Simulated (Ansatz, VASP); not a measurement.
## W in VASP and in Ansatz

```
CELL_PARAMETERS angstrom
3.18370 0.00000 0.00000
0.00000 3.18370 0.00000
0.00000 0.00000 18.77555
ATOMIC_POSITIONS crystal
W 0.50000 0.50000 0.37283
W 0.00000 0.00000 0.45761
W 0.50000 0.50000 0.54593
W 0.00000 0.00000 0.62009
```

Alike in both runs: functional PBE; k mesh 9 × 9 × 1; occupations gaussian, width 0.1 eV; no spin polarisation.

Ansatz relaxed the structure, and its values are those at the end. VASP's run is a single point on that final structure, the one shown.

|  | VASP | Ansatz |
| --- | --- | --- |
| version | VASP 6.6.1 | Ansatz 0.2.0 |
| potentials or method | VASP PAW PBE potentials, release 64 (W_sv) | scalar-relativistic, plane waves, PAW |
| plane-wave cutoff (eV) | 520 | 420 |
| valence electrons in the cell | 56 | 56 |

|  | VASP | Ansatz | Ansatz less VASP |
| --- | --- | --- | --- |
| gap on the k mesh at the Fermi level (eV) | none | none | - |
| rms of the force components (eV/Å) | 0.789 | 0.792 | +0.0024 |

A gap of «none» marks a metal or a gap that the smearing closes.

Spin-orbit coupling is left out, which matters for the levels of W.
